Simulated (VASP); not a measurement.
# ZnO (Immm) in VASP: notebook

The runs below take ZnO through single point, with LDA.

Program: VASP 6.6.1. These are calculated values, not measurements. Logs are shortened: lines on timing, memory, paths and dates and some standing lists are left out, and cuts for length are marked.

### Step 1. The cell of the first run

The structure is orthorhombic, space group Immm (No. 71). The conventional cell has a = 2.976 Å, b = 3.160 Å, c = 4.339 Å, α = 90.00°, β = 90.00°, γ = 90.00°. Zn (site symmetry mmm) has 6 O at 2.17 Å as nearest neighbours. Around O (site symmetry mmm) lie 6 Zn at 2.17 Å.

The cell comes from a database or a generator and needn't be the stable form of this composition.

### Step 2. Single point, LDA (strain -0.0600 x Voigt [0, 0, 0, 0, 1, 0], atoms carried along)

The input, INCAR:

```
ALGO = Normal ; EDIFF = 1E-7
ENCUT = 520 ; GGA = CA
ISIF = 2 ; ISMEAR = 0
LASPH = T ; LCHARG = T
LELF = T ; LREAL = F
LVHAR = T ; LWAVE = F
NBANDS = 16 ; NELM = 100
PREC = Accurate ; SIGMA = 0.05
```

The input, KPOINTS:

```
k-points
0
Gamma
  12 12 12
```

The input, POSCAR:

```
ZnO
1.0
   -0.0650832600      2.1694420000      2.1694420000
    2.1043587400      0.0000000000      2.1043587400
    2.1694420000      2.1694420000     -0.0650832600
Zn O
1 1
Direct
    0.0000000000      0.0000000000      0.0000000000
    0.5000000000      0.5000000000      0.5000000000
```

Potentials or basis: VASP PAW LDA potentials, release 64 (Zn, O).

Launch:

```
$ cat potpaw_LDA.64/Zn/POTCAR potpaw_LDA.64/O/POTCAR > POTCAR
$ mpirun -np 1 vasp_std > vasp.out
```

OUTCAR:

```text
EDIFF = 1E-7
   ENCUT = 520
   GGA = CA
   ISIF = 2
   ISMEAR = 0
   LASPH = T
   LREAL = F
   NELM = 100
   PREC = Accurate

 ion  position               nearest neighbor table
   1  0.000  0.000  0.000-   2 2.17   2 2.17   2 2.17   2 2.17   2 2.17   2 2.17
   2  0.500  0.500  0.500-   1 2.17   1 2.17   1 2.17   1 2.17   1 2.17   1 2.17

  LATTYP: Found a body centered orthorhombic cell.
 ALAT       =     2.9760126702
 B/A-ratio  =     1.0618556701
 C/A-ratio  =     1.4579521262

  Lattice vectors:

 A1 = (   2.1694420000,  -2.1694420000,  -0.0650832600)
 A2 = (  -2.1694420000,  -2.1694420000,   0.0650832600)
 A3 = (   0.0650832600,   2.1694420000,  -2.1694420000)

Analysis of symmetry for initial positions (statically):
=====================================================================
 Subroutine PRICEL returns:
 Original cell was already a primitive cell.

 Routine SETGRP: Setting up the symmetry group for a
 body centered orthorhombic supercell.

 Subroutine GETGRP returns: Found  8 space group operations
 (whereof  8 operations were pure point group operations)
 out of a pool of  8 trial point group operations.

The static configuration has the point symmetry D_2h.

Analysis of symmetry for dynamics (positions and initial velocities):
=====================================================================
 Subroutine PRICEL returns:
 Original cell was already a primitive cell.

 Routine SETGRP: Setting up the symmetry group for a
 body centered orthorhombic supercell.

 Subroutine GETGRP returns: Found  8 space group operations
 (whereof  8 operations were pure point group operations)
 out of a pool of  8 trial point group operations.

The dynamic configuration has the point symmetry D_2h.

 Subroutine INISYM returns: Found  8 space group operations
 (whereof  8 operations are pure point group operations),
 and found     1 'primitive' translations

----------------------------------------------------------------------------------------

                                     Primitive cell

  volume of cell :      20.4025

  direct lattice vectors                    reciprocal lattice vectors
    -0.065083260  2.169442000  2.169442000    -0.223761176  0.230474011  0.223761176
     2.104358740  0.000000000  2.104358740     0.237602073 -0.230474011  0.237602073
     2.169442000  2.169442000 -0.065083260     0.223761176  0.230474011 -0.223761176

  length of vectors
     3.068744534  2.976012670  3.068744534     0.391479754  0.407465042  0.391479754

  position of ions in fractional coordinates (direct lattice)
     0.000000000  0.000000000  0.000000000
     0.500000000  0.500000000  0.500000000

  ion indices of the primitive-cell ions
   primitive index   ion index
                 1           1
                 2           2

----------------------------------------------------------------------------------------

 KPOINTS: k-points

Automatic generation of k-mesh.
 Grid dimensions read from file:
 generate k-points for:   12   12   12

 Generating k-lattice:

  Cartesian coordinates                     Fractional coordinates (reciprocal lattice)
    -0.018646765  0.019206168  0.018646765     0.083333333  0.000000000 -0.000000000
     0.019800173 -0.019206168  0.019800173     0.000000000  0.083333333  0.000000000
     0.018646765  0.019206168 -0.018646765    -0.000000000  0.000000000  0.083333333

  Length of vectors
     0.032623313  0.033955420  0.032623313

  Shift w.r.t. Gamma in fractional coordinates (k-lattice)
     0.000000000  0.000000000  0.000000000

 Subroutine IBZKPT returns following result:
 ===========================================

 Found    280 irreducible k-points:

 Following reciprocal coordinates:
            Coordinates               Weight
  0.000000  0.000000  0.000000      1.000000
  0.083333  0.000000 -0.000000      4.000000
  0.166667  0.000000 -0.000000      4.000000
  0.250000  0.000000  0.000000      4.000000
  0.333333  0.000000  0.000000      4.000000
  0.416667  0.000000  0.000000      4.000000
[... 16 lines left out ...]
  0.250000  0.166667 -0.000000      8.000000
  0.333333  0.166667  0.000000      8.000000
 [... further k-points ...]
   k-points           NKPTS =    280   k-points in BZ     NKDIM =    280   number of bands    NBANDS=     16
   number of dos      NEDOS =    301   number of ions     NIONS =      2
   total plane-waves  NPLWV =  13824
   dimension x,y,z NGX =    24 NGY =   24 NGZ =   24
   dimension x,y,z NGXF=    48 NGYF=   48 NGZF=   48
   ions per type =               1   1
   NGX,Y,Z   is equivalent  to a cutoff of  13.00, 13.41, 13.00 a.u.
   NGXF,Y,Z  is equivalent  to a cutoff of  26.00, 26.81, 26.00 a.u.
 SYSTEM =  unknown system
   PREC   = accura    normal or accurate (medium, high low for compatibility)
   ISTART =      0    job   : 0-new  1-cont  2-samecut
   ICHARG =      2    charge: 1-file 2-atom 10-const
   ISPIN  =      1    spin polarized calculation?
   LNONCOLLINEAR =      F non collinear calculations
   LSORBIT =      F    spin-orbit coupling
   LASPH  =      T    aspherical Exc in radial PAW
   ENCUT  =  520.0 eV  38.22 Ry    6.18 a.u.   5.71  5.53  5.71*2*pi/ulx,y,z
   NELM   =    100;   NELMIN=  2; NELMDL= -5     # of ELM steps
   EDIFF  = 0.1E-06   stopping-criterion for ELM
   LREAL  =      F    real-space projection
   EDIFFG = 0.1E-05   stopping-criterion for IOM
   NSW    =      0    number of steps for IOM
   IBRION =     -1    ionic relax: 0-MD 1-quasi-New 2-CG
   NFREE  =      0    steps in history (QN), initial steepest desc. (CG)
   ISIF   =      2    stress and relaxation
   ISYM   =      2    0-nonsym 1-usesym 2-fastsym
   POTIM  = 0.5000    time-step for ionic-motion
   TEBEG  =    0.0;   TEEND  =   0.0 temperature during run
   PSTRESS=    0.0 pullay stress
   NELECT =      18.0000    total number of electrons
   NUPDOWN=      -1.0000    fix difference up-down
   EMIN   =  10.00;   EMAX   =-10.00  energy-range for DOS
   EFERMI =   0.00;   METHOD = LEGACY
   ISMEAR =     0;   SIGMA  =   0.05  broadening in eV -4-tet -1-fermi 0-gaus
   EFERMI_NEDOS =   21; number of points for ismear=-14 and -15
   IALGO  =     38    algorithm
   IMIX   =      4    mixing-type and parameters
     AMIX     =   0.40;   BMIX     =  1.00
     AMIX_MAG =   1.60;   BMIX_MAG =  1.00
  volume/ion in A,a.u.               =      10.20        68.84
  Fermi-wavevector in a.u.,A,eV,Ry     =   1.570139  2.967132 33.542919  2.465335
  Thomas-Fermi vector in A             =   2.671916
   LORBIT       =      0    0 simple, 1 ext, 2 COOP (PROOUT), +10 PAW based schemes
   GGA     = CA    functional components
   LHFCALC =     F    Hartree Fock is set to
   AEXX    =    0.0000 exact exchange contribution
   IVDW    =     0    specifies the selected vdW correction
   LEPSILON=     F    determine dielectric tensor
   LRPA    =     F    only Hartree local field effects (RPA)
 non-spin polarized calculation
 Gauss-broadening in eV      SIGMA  =   0.05
  energy-cutoff  :      520.00
  volume of cell :       20.40
 maximum number of plane-waves:       565
   NGX = 11   NGY = 11   NGZ = 11

 number of electron      17.9999993 magnetization

 Free energy of the ion-electron system (eV)
  ---------------------------------------------------
  ext. energy  EPLUGINS =         0.00000000
  ---------------------------------------------------
  free energy    TOTEN  =       -10.27201861 eV

  energy without entropy =      -10.27201861  energy(sigma->0) =      -10.27201861

 E-fermi :   2.2930     XC(G=0): -12.5692

 val. band max:        2.1013868188   @ k =   0.5000   0.0000   0.0000
 cond. band min:       2.7051309334   @ k =   0.0000   0.0000   0.0000
 fundamental gap:      0.6037441146
 Fermi energy:         2.2930358006

 k-point     1 :       0.0000    0.0000    0.0000
  band No.  band energies     occupation
      1     -15.9197      2.00000
      2      -2.9050      2.00000
      3      -2.9025      2.00000
      4      -2.8302      2.00000
      5      -2.6667      2.00000
      6      -2.6535      2.00000
[... 8 lines left out ...]
     15      20.5127      0.00000
     16      20.9908      0.00000

 k-point     2 :       0.0833    0.0000   -0.0000
  band No.  band energies     occupation
      1     -15.8482      2.00000
      2      -2.9550      2.00000
      3      -2.9196      2.00000
      4      -2.8304      2.00000
      5      -2.7154      2.00000
      6      -2.7011      2.00000
[... 8 lines left out ...]
     15      20.9695      0.00000
     16      21.5206      0.00000

 k-point     3 :       0.1667    0.0000   -0.0000
  band No.  band energies     occupation
      1     -15.6453      2.00000
      2      -3.1683      2.00000
      3      -3.0586      2.00000
      4      -2.9529      2.00000
      5      -2.7207      2.00000
      6      -2.7131      2.00000
[... 8 lines left out ...]
     15      21.1938      0.00000
     16      22.2628      0.00000

 k-point     4 :       0.2500    0.0000    0.0000
  band No.  band energies     occupation
      1     -15.3476      2.00000
      2      -3.6861      2.00000
      3      -3.3003      2.00000
      4      -3.1665      2.00000
      5      -2.6630      2.00000
      6      -2.6383      2.00000
[... 8 lines left out ...]
     15      22.0660      0.00000
     16      23.2749      0.00000
[... 324 lines left out ...]
 k-point    22 :       0.1667    0.1667   -0.0000
  band No.  band energies     occupation
      1     -15.5470      2.00000
      2      -3.3912      2.00000
      3      -2.9712      2.00000
      4      -2.8554      2.00000
      5      -2.8381      2.00000
      6      -2.6185      2.00000
[... 8 lines left out ...]
     15      24.2268      0.00000
     16      25.0103      0.00000

 k-point    23 :       0.2500    0.1667   -0.0000
  band No.  band energies     occupation
      1     -15.3424      2.00000
      2      -3.6837      2.00000
      3      -3.0744      2.00000
      4      -2.9202      2.00000
      5      -2.7836      2.00000
      6      -2.5715      2.00000
[... 8 lines left out ...]
     15      25.4771      0.00000
     16      26.0349      0.00000

 k-point    24 :       0.3333    0.1667    0.0000
  band No.  band energies     occupation
      1     -15.0726      2.00000
      2      -4.0086      2.00000
      3      -3.2650      2.00000
      4      -3.0927      2.00000
      5      -2.7133      2.00000
      6      -2.5173      2.00000
[... 8 lines left out ...]
     15      25.8472      0.00000
     16      26.2097      0.00000

 [... further k-points ...]

------------------------ aborting loop because EDIFF is reached ----------------------------------------

  FORCE on cell =-STRESS in cart. coord.  units (eV):
  Direction    XX          YY          ZZ          XY          YZ          ZX
  --------------------------------------------------------------------------------------
  -------------------------------------------------------------------------------------
  Total       -1.7518365     -1.8091548     -1.7518365     -0.0000000     -0.0000000      0.6690699
  in kB     -137.5691544   -142.0702739   -137.5691544     -0.0000000     -0.0000000     52.5410800
  external PRESSURE =    -139.0695276 kB  Pullay stress =       0.0000000 kB

 VOLUME and BASIS-vectors are now :
 -----------------------------------------------------------------------------
  energy-cutoff  :      520.00
  volume of cell :       20.40
      direct lattice vectors                 reciprocal lattice vectors
    -0.065083260  2.169442000  2.169442000    -0.223761176  0.230474011  0.223761176
     2.104358740  0.000000000  2.104358740     0.237602073 -0.230474011  0.237602073
     2.169442000  2.169442000 -0.065083260     0.223761176  0.230474011 -0.223761176

 POSITION                                       TOTAL-FORCE (eV/Angst)
 -----------------------------------------------------------------------------------
      0.00000      0.00000      0.00000        -0.000000     -0.000000     -0.000000
      2.10436      2.16944      2.10436         0.000000      0.000000      0.000000
 -----------------------------------------------------------------------------------
    total drift:                                0.000000     -0.000000     -0.000000

  FREE ENERGIE OF THE ION-ELECTRON SYSTEM (eV)
  ---------------------------------------------------
  free  energy   TOTEN  =       -10.2720186054 eV

  energy  without entropy=      -10.2720186054  energy(sigma->0) =      -10.27201861
```

It took 29 s on 1 thread of Intel Xeon 6975P-C (Granite Rapids), shared host; peak memory 0.19 GiB.

Results:

* Free energy: -10.2720 eV
* Pressure: -13.9 GPa
* Band gap on the k mesh: 0.60 eV, indirect (least direct gap 1.64 eV)

Levels at points of the mesh, in eV from the valence-band top:
```tsv
k point	band 7	band 8	band 9	band 10	band 11	band 12
(0.00, 0.00, 0.00)	-1.49	-1.28	-1.03	0.60	16.73	17.48
(0.50, 0.00, 0.00)	-3.81	-0.05	0.00	5.39	8.29	12.50
(0.00, 0.50, 0.00)	-3.64	-0.10	-0.08	4.99	8.75	11.70
(0.50, 0.50, 0.00)	-4.18	-2.66	-2.65	3.80	10.14	11.02
(0.50, 0.00, 0.50)	-4.17	-3.02	-2.28	3.69	10.22	11.14
```

### Step 3. Single point, LDA (strain +0.0450 x Voigt [0, 0, 0, 0, 1, 0], atoms carried along)

The input, INCAR:

```
SYSTEM = ZnO
ALGO = Fast ; EDIFF = 1E-6
ENCUT = 520 ; ISIF = 2
ISMEAR = 0 ; LASPH = .True.
LCHARG = .False. ; LREAL = .False.
LWAVE = .False. ; NBANDS = 16
NELM = 100 ; PREC = Accurate
SIGMA = 0.05
```

The input, KPOINTS:

```
k-points
0
Gamma
  12 12 12
  0 0 0
```

The input, POSCAR:

```
ZnO
1.0
    0.0488124450      2.1694420000      2.1694420000
    2.2182544450      0.0000000000      2.2182544450
    2.1694420000      2.1694420000      0.0488124450
Zn O
1 1
Direct
    0.0000000000      0.0000000000      0.0000000000
    0.5000000000      0.5000000000      0.5000000000
```

Potentials or basis: VASP PAW LDA potentials, release 64 (Zn, O).

Launch:

```
$ cat potpaw_LDA.64/Zn/POTCAR potpaw_LDA.64/O/POTCAR > POTCAR
$ mpirun -np 1 vasp_std > vasp.out
```

It took 31 s on 1 thread of Intel Xeon 6975P-C (Granite Rapids), shared host; peak memory 0.19 GiB.

Results (log left out):

| Item | Value |
| --- | --- |
| Free energy | -10.2801 eV |
| Pressure | -14.2 GPa |
| Band gap on the k mesh | 0.63 eV, indirect (least direct gap 1.71 eV) |

Stress tensor (GPa, compression positive):
```
-14.14   0.00  -3.94
  0.00 -14.39   0.00
 -3.94   0.00 -14.14
```

Levels at points of the mesh, in eV from the valence-band top:
| k point | band 5 | band 6 | band 7 | band 8 | band 9 | band 10 | band 11 | band 12 | band 13 | band 14 |
| --- | --- | --- | --- | --- | --- | --- | --- | --- | --- | --- |
| (0.00, 0.00, 0.00) | -4.75 | -4.74 | -1.42 | -1.26 | -1.08 | 0.63 | 16.94 | 17.58 | 17.66 | 18.20 |
| (0.50, 0.00, 0.00) | -4.55 | -4.53 | -3.64 | -0.08 | -0.06 | 5.06 | 8.72 | 11.85 | 12.20 | 18.41 |
| (0.00, 0.50, 0.00) | -4.58 | -4.55 | -3.77 | -0.04 | 0.00 | 5.37 | 8.37 | 12.46 | 12.82 | 18.98 |
| (0.50, 0.50, 0.00) | -4.45 | -4.45 | -4.16 | -2.64 | -2.64 | 3.80 | 10.19 | 11.04 | 14.72 | 14.75 |
| (0.50, 0.00, 0.50) | -4.46 | -4.44 | -4.15 | -2.91 | -2.36 | 3.74 | 10.24 | 11.10 | 14.38 | 15.10 |

A k mesh can miss the band edges.
